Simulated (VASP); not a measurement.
The system is HgTe.

```
Hg Te
1.0
     0.00000    3.18000    3.18000
     3.18000    0.00000    3.18000
     3.18000    3.18000    0.00000
Hg Te
1 1
Direct
  0.00000 0.00000 0.00000
  0.50000 0.50000 0.50000
```

Measurements of this composition are mostly on another form, of space group No. 216.

* Program: VASP 6.6.1
* Task: relaxation of cell and atoms
* Functional: LDA
* Potentials or basis: VASP PAW LDA potentials, release 64 (Hg, Te)
* Cutoff: 600 eV
* k mesh: 7 × 7 × 7
* Occupations: fermi-dirac, width 0.05 eV
* Spin: no spin polarisation

At the start: pressure -7.7 GPa; volume 32.16 Å³/atom.

Question: Where does the relaxation end?

Answer: Over 29 steps the energy falls by 170.7 meV/atom and the volume is 26.39 Å³/atom (-17.9 %); space group Fm-3m (No. 225, to 0.05 Å).

The path:
```
step  energy change (eV)  largest force (eV/Å)  pressure (GPa)  volume (Å³)
   1              0.0000                0.0000           -7.67        64.31
   2             -0.3201                0.0000           -2.58        55.23
   3             -0.2208                0.0000            8.57        47.75
   4             -0.2818                0.0000            5.69        49.14
   5             -0.3319                0.0000           -1.63        54.39
   6             -0.2893                0.0000           -3.84        56.72
   7             -0.3290                0.0000           -2.06        54.63
   8             -0.3345                0.0000            1.73        51.47
   9             -0.3257                0.0000            2.70        50.84
  10             -0.3412                0.0000            0.33        52.54
  11             -0.3360                0.0000           -1.37        53.99
  12             -0.3378                0.0000           -1.15        53.76
  13             -0.3413                0.0000            0.20        52.62
  14             -0.3393                0.0000            0.95        52.04
  15             -0.3410                0.0000            0.46        52.43
  16             -0.3411                0.0000           -0.38        53.07
  17             -0.3408                0.0000           -0.49        53.18
  18             -0.3414                0.0000           -0.07        52.84
  19             -0.3413                0.0000            0.28        52.56
  20             -0.3413                0.0000            0.22        52.60
  21             -0.3414                0.0000           -0.06        52.82
  22             -0.3414                0.0000           -0.16        52.91
  23             -0.3414                0.0000           -0.09        52.84
  24             -0.3414                0.0000            0.06        52.72
  25             -0.3414                0.0000            0.11        52.68
  26             -0.3414                0.0000            0.03        52.75
  27             -0.3414                0.0000           -0.06        52.82
  28             -0.3414                0.0000           -0.06        52.82
  29             -0.3414                0.0000            0.00        52.77
```

Final structure:
```
Hg Te
1.0
     0.00000    2.97708    2.97708
     2.97708    0.00000    2.97708
     2.97708    2.97708    0.00000
Hg Te
1 1
Direct
  0.00000 0.00000 0.00000
  0.50000 0.50000 0.50000
```

Caveat: the volume moved by over 15 % at a fixed basis, so the end points are rough.
